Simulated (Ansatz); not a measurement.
# Si3N4 (P-43m) in Ansatz: settings compared

The runs below take Si3N4 through band structure, with LDA, r2SCAN.

Program: Ansatz 0.2.0. These are calculated values, not measurements. Logs are shortened: lines on timing, memory, paths and dates and some standing lists are left out, and cuts for length are marked.

## (1) The crystal as given

Symmetry: P-43m, No. 215, cubic system. Conventional cell: a = 4.131 Å, b = 4.131 Å, c = 4.131 Å, α = 90.00°, β = 90.00°, γ = 90.00°. Si (site symmetry -42m) is surrounded by 4 N at 1.77 Å. N (site symmetry 3m) is surrounded by 3 Si at 1.77 Å.

The cell was built by a generator and needn't be a form met in nature.

## (2) Band structure, LDA

Input file input.yaml:

```yaml
crystal:
  lattice:
    - [4.13078, 0.0, 0.0]
    - [0.0, 4.13078, 0.0]
    - [0.0, 0.0, 4.13078]
  atoms:
    - { symbol: Si, position: [0.0, 0.0, 0.5] }
    - { symbol: Si, position: [0.5, 0.0, 0.0] }
    - { symbol: Si, position: [0.0, 0.5, 0.0] }
    - { symbol: "N", position: [0.23952, 0.23952, 0.76048] }
    - { symbol: "N", position: [0.76048, 0.76048, 0.76048] }
    - { symbol: "N", position: [0.23952, 0.76048, 0.23952] }
    - { symbol: "N", position: [0.76048, 0.23952, 0.23952] }
hamiltonian:
  xc: lda
  pseudopotentials: { kind: paw }
kpoints:
  mp_grid: { grid: [7, 7, 7] }
  band_path:
    path:
      - [[0.0, 0.0, 0.0], [0.0, 0.5, 0.0], [0.5, 0.5, 0.0], [0.0, 0.0, 0.0], [0.5, 0.5, 0.5], [0.0, 0.5, 0.0]]
      - [[0.5, 0.5, 0.0], [0.5, 0.5, 0.5]]
    npoints: 10
scf:
  occupations: { method: fermi_dirac, width: 0.05 }
  n_extra_bands: 17
output:
  forces: true
  stress: true
  eigenvalues: true
  fatbands: true
  write_density: true
  write_potential: true
  elf: true
  volumetric_format: npy
```

Potentials or basis: Ansatz PAW.

Started as:

```bash
$ ansatz run input.yaml --threads 4 --pin off --max-ram 11264MiB --backend cpu --events-out ev --progress --plain --runs-dir out
```

What it wrote:

```text
Warning: RAYON_NUM_THREADS=4 ignored (pool sized by the plan → 4); use --threads N
scf.n_extra_bands = 17 over 16 filled bands (N_el = 32.0): the run solves 33 bands
Engine: ansatz 0.2.0, aarch64-unknown-linux-gnu
Pseudopotentials: kind: paw
Pseudopotential: Si, paw, valence charge 4, recommended cutoff 420 eV (normal), Si.paw.azcp
Pseudopotential: N, paw, valence charge 5, recommended cutoff 420 eV (normal), N.paw.azcp
Functional definition: SPW92
  exchange = slater_x
  correlation = pw_c
Crystal: 7 atoms, lattice volume = 70.485 Å³
Basis set: ecut = 420 eV, 1357 PW (Γ)
Bands: 33, of which v1, the nominal top of the filled ones, is band 16 counted from 1 (15 counted from 0)
Symmetry: 24 space group operations
Space group: P-43m (ITA 215), of the structure as read, at distance tolerance 4.1e-5 Å
k-points: 20 of 343 (time reversal used)
Non-local potential: Si, projectors of the file, l = 0: 2, l = 1: 2, l = 2: 2
Non-local potential: N, projectors of the file, l = 0: 2, l = 1: 2, l = 2: 1
PAW form: soft (Blöchl's): semilocal exchange-correlation on the pseudo side does not see the compensation charge
PAW frozen core: Si, regenerated for the run's functional, and the local potential with it (the file was generated under x = pbe(κ = 0.804, μ = 0.2195149727645171), c = pbe(β = 0.06672455060314922))
PAW frozen core: N, regenerated for the run's functional, and the local potential with it (the file was generated under x = pbe(κ = 0.804, μ = 0.2195149727645171), c = pbe(β = 0.06672455060314922))
PAW one-centre angular grid: Si, 110 points (default); XC on 64 Gauss nodes
PAW one-centre angular grid: N, 110 points (default); XC on 64 Gauss nodes
Initial density: superposition of atomic densities (neutral atoms: chi_scale 0, normalization atom), corrected by the library's trained network
Initial wavefunctions: pseudopotential atomic-orbital guess
Functional: x = slater, c = lda
SCF iter   1: F=—  HF=-3328.602764 eV  |F-HF|=—  |Δ(HF+E_count)|=         —  Δρ=9.10e-3  dr2=5.79e-2  ethr=1.77e-3  ⟨swp⟩=5.3  Hψ=3392  notcnv=0  defer=102
preconditioner: auto → Resta (q_TF=auto, 2.392 Å⁻¹)  ε∞=3.2  [insulator: Δε(μ)=2.519 eV  Ē_g=16.826 eV  σ=0.050 eV  W_gap=1.00  n_scr=18 (ndim 8)  ℏωp=25.0 eV  f_vac=0.000  D(μ)=0.00/eV (n_scr^D=0)  ε∞_Penn≈3.2]
SCF iter   2: F=—  HF=-3328.589844 eV  |F-HF|=—  |Δ(HF+E_count)|=   1.29e-2  Δρ=4.24e-3  dr2=1.19e-2  ethr=1.81e-4  ⟨swp⟩=1.1  Hψ=821  notcnv=0  defer=135
SCF iter   3: F=—  HF=-3328.586330 eV  |F-HF|=—  |Δ(HF+E_count)|=   3.51e-3  Δρ=5.69e-4  dr2=1.65e-4  ethr=3.73e-5  ⟨swp⟩=2.0  Hψ=661  notcnv=0  defer=135
SCF iter   4: F=—  HF=-3328.586299 eV  |F-HF|=—  |Δ(HF+E_count)|=   3.17e-5  Δρ=9.11e-5  dr2=3.92e-6  ethr=5.15e-7  ⟨swp⟩=2.0  Hψ=694  notcnv=0  defer=135
SCF iter   5: F=—  HF=-3328.586301 eV  |F-HF|=—  |Δ(HF+E_count)|=   2.02e-6  Δρ=2.51e-5  dr2=3.72e-7  ethr=1.23e-8  ⟨swp⟩=2.8  Hψ=733  notcnv=0  defer=135
SCF iter   6: F=-3328.586301 eV  HF=-3328.586301 eV  |F-HF|=5.75e-10  |Δ(HF+E_count)|=   5.23e-9  Δρ=2.66e-6  dr2=4.62e-9  ethr=3.13e-10  ⟨swp⟩=14.6  Hψ=5024  notcnv=0
SCF 1 converged in 6 iterations: F = -3328.586301 eV  dr2 = 4.62e-9
NSCF: frozen V_eff on 62 k-points
SCF converged after 6 iterations
Free energy (F): -3328.586301 eV
Harris-Foulkes:  -3328.586301 eV  (|F-HF|=5.75e-10)
Internal energy: -3328.586301 eV  (E = F + TS)
E sigma→0 (E₀):  -3328.586301 eV
Fermi energy:    9.468769 eV
--- Per-component energies (eV) ---
  E_band       = 42.177221
  E_kinetic    = 667.917678
  E_local      = -935.292165  (includes V_loc(G=0)·N_el)
  E_nonlocal   = 262.713176
  E_hartree    = 295.403253
  E_xc         = -407.710248
  E_vxc        = -452.784624  (∫ρ·V_xc dr)
  E_paw        = -1932.685543  (= ΣΔE_a)
  E_vpaw       = -91.185251  (= ΣTr[D̂ρ^β])
  E_aug_tail   = 0.000398  (compensation charges beyond the density's cutoff)
  E_ewald      = -1279.506018
  E_core_change = 0.573168  (= ΣΔE_core)
  E_smearing   = -0.000000  (= −TS)
  E_closure    = 0.000000  (closes the sum)
  Σ components = -3328.586301   (vs F -3328.586301, Δ=0.00e0)
--- Forces (eV/Å), atoms counted from 1 ---
  atom   1  Si    -0.00000000     0.00000000     0.00000000
  atom   2  Si    -0.00000000    -0.00000000     0.00000000
  atom   3  Si    -0.00000000     0.00000000    -0.00000000
  atom   4  N     -0.17754314    -0.17754314     0.17754314
  atom   5  N      0.17754314     0.17754314     0.17754314
  atom   6  N     -0.17754314     0.17754314    -0.17754314
  atom   7  N      0.17754314    -0.17754314    -0.17754314
  max |Σ_I F_I| component: 6.11e-16 eV/Å
--- Stress (GPa, compression-positive) ---
       -9.255012       0.000000       0.000000
       -0.000000      -9.255012      -0.000000
        0.000000      -0.000000      -9.255012
  P = ⅓ Tr σ = -9.2550 GPa (-92.550 kbar)
--- Band table (eV; the first three rows and the last of 20) ---
  k-point 0: bands = ["-9.7377", "-5.7654", "-5.7654", "-5.7654", "-0.5440", "-0.5440", "3.5809", "3.5974", "3.5974", "3.5974", "4.7700", "4.7700", "4.7700", "7.9140", "7.9140", "7.9140", "10.7300", "10.7300", "10.7300", "12.3123", "14.7354", "14.7354", "18.0786", "19.3848", "19.3848", "19.3848", "21.7557", "21.7557", "22.1257", "22.1257", "22.1257", "24.1333", "25.5079"]
  k-point 1: bands = ["-9.6229", "-6.0824", "-5.7473", "-5.7473", "-0.4481", "-0.1993", "3.3699", "3.4678", "3.4678", "3.6806", "4.5388", "4.7167", "4.7167", "7.5618", "7.8761", "7.8761", "10.9111", "11.1817", "11.1817", "12.7764", "14.9972", "15.1883", "18.3480", "19.0873", "19.4614", "19.4614", "21.3783", "21.4624", "21.5889", "21.5889", "22.3285", "23.7955", "24.0513"]
  k-point 2: bands = ["-9.2973", "-6.7935", "-5.7058", "-5.7058", "-0.1940", "0.6182", "2.8421", "3.1522", "3.1522", "3.5469", "4.3533", "4.6984", "4.6984", "6.7771", "7.7346", "7.7346", "11.5891", "12.3277", "12.3277", "13.6098", "15.6647", "16.3774", "18.0330", "19.3688", "19.3932", "19.3932", "20.4635", "20.5462", "20.5462", "20.7980", "21.7661", "22.6217", "23.5744"]
  k-point 19: bands = ["-7.2992", "-6.8714", "-6.8714", "-6.5469", "-0.7636", "-0.7636", "-0.6040", "2.8189", "4.9656", "4.9656", "5.2532", "5.3345", "5.3345", "7.8715", "8.0978", "8.0978", "13.7577", "14.0294", "14.0294", "16.0234", "16.0234", "16.6507", "17.5066", "17.8700", "17.8700", "18.0460", "18.8427", "18.8427", "19.0388", "21.1708", "21.1708", "21.3588", "25.4289"]
```

Run time: 5 s. Hardware: 4 threads of Arm Neoverse V1, shared host; peak memory 0.37 GiB.

What came out:

- Free energy: -3328.5863 eV
- Pressure: -9.3 GPa
- Largest force: 0.308 eV/Å
- Band gap on the k mesh: 2.63 eV, indirect (least direct gap 2.82 eV)
- Band gap along the path: 2.61 eV, indirect (least direct gap 2.82 eV)

Forces in eV/Å, atoms in the order of the input:
```
Si   0.000  0.000  0.000
Si   0.000  0.000  0.000
Si   0.000  0.000  0.000
N   -0.178 -0.178  0.178
N    0.178  0.178  0.178
N   -0.178  0.178 -0.178
N    0.178 -0.178 -0.178
```

Levels at the corners of the path, in eV from the valence-band top:
```tsv
point	band 12	band 13	band 14	band 15	band 16	band 17	band 18	band 19	band 20	band 21
Γ	-3.35	-3.35	-0.20	-0.20	-0.20	2.61	2.61	2.61	4.20	6.62
X	-3.37	-3.14	-2.34	-0.55	-0.55	4.77	5.62	5.62	5.68	8.33
M	-3.19	-2.50	-1.82	-0.26	-0.26	6.14	6.14	7.76	7.79	8.22
Γ	-3.35	-3.35	-0.20	-0.20	-0.20	2.61	2.61	2.61	4.20	6.62
R	-2.75	-2.75	0.00	0.00	0.00	5.63	5.63	5.63	8.25	8.25
X	-3.37	-3.14	-2.34	-0.55	-0.55	4.77	5.62	5.62	5.68	8.33
M	-3.19	-2.50	-1.82	-0.26	-0.26	6.14	6.14	7.76	7.79	8.22
R	-2.75	-2.75	0.00	0.00	0.00	5.63	5.63	5.63	8.25	8.25
```

Caveat: the pressure holds a Pulay correction of +0.7 GPa for the finite cutoff; the PAW data sets come from PBE, with cores solved anew for the run's functional, which leaves a small shift of forces and pressure. A hybrid or GW would open this gap; LDA tends to underestimate it.

## (3) Band structure, r2SCAN

input.yaml: that of step 2 with these lines changed.

```diff
@@ -14,3 +14,3 @@
 hamiltonian:
-  xc: lda
+  xc: r2scan
   pseudopotentials: { kind: paw }
@@ -30,6 +30,2 @@
   eigenvalues: true
-  fatbands: true
-  write_density: true
-  write_potential: true
-  elf: true
-  volumetric_format: npy
+  fatbands: false
```

Potentials or basis: Ansatz PAW.

Started as:

```bash
$ ansatz run input.yaml --threads 4 --pin off --max-ram 11264MiB --backend cpu --events-out ev --progress --plain --runs-dir out
```

Wall time 6.4 s (4 threads of Arm Neoverse V1, shared host); peak memory 0.46 GiB.

It converged, with:

```yaml
Free_energy: -3463.5988 eV
Pressure: -5.8 GPa
Largest_force: 0.293 eV/Å
Band_gap_on_the_k_mesh: 3.29 eV, indirect (least direct gap 3.47 eV)
Band_gap_along_the_path: 3.27 eV, indirect (least direct gap 3.47 eV)
```

Forces in eV/Å, atoms in the order of the input:
```
Si   0.000  0.000  0.000
Si   0.000  0.000  0.000
Si   0.000  0.000  0.000
N   -0.169 -0.169  0.169
N    0.169  0.169  0.169
N   -0.169  0.169 -0.169
N    0.169 -0.169 -0.169
```

Levels at the corners of the path, in eV from the valence-band top:
| point | band 14 | band 15 | band 16 | band 17 | band 18 | band 19 |
| --- | --- | --- | --- | --- | --- | --- |
| Γ | -0.20 | -0.20 | -0.20 | 3.27 | 3.27 | 3.27 |
| X | -2.30 | -0.55 | -0.55 | 5.50 | 6.39 | 6.39 |
| M | -1.81 | -0.26 | -0.26 | 7.00 | 7.00 | 8.66 |
| Γ | -0.20 | -0.20 | -0.20 | 3.27 | 3.27 | 3.27 |
| R | 0.00 | 0.00 | 0.00 | 6.42 | 6.42 | 6.42 |
| X | -2.30 | -0.55 | -0.55 | 5.50 | 6.39 | 6.39 |
| M | -1.81 | -0.26 | -0.26 | 7.00 | 7.00 | 8.66 |
| R | 0.00 | 0.00 | 0.00 | 6.42 | 6.42 | 6.42 |

Caveat: the PAW data sets come from PBE, with cores solved anew for the run's functional, which leaves a small shift of forces and pressure.
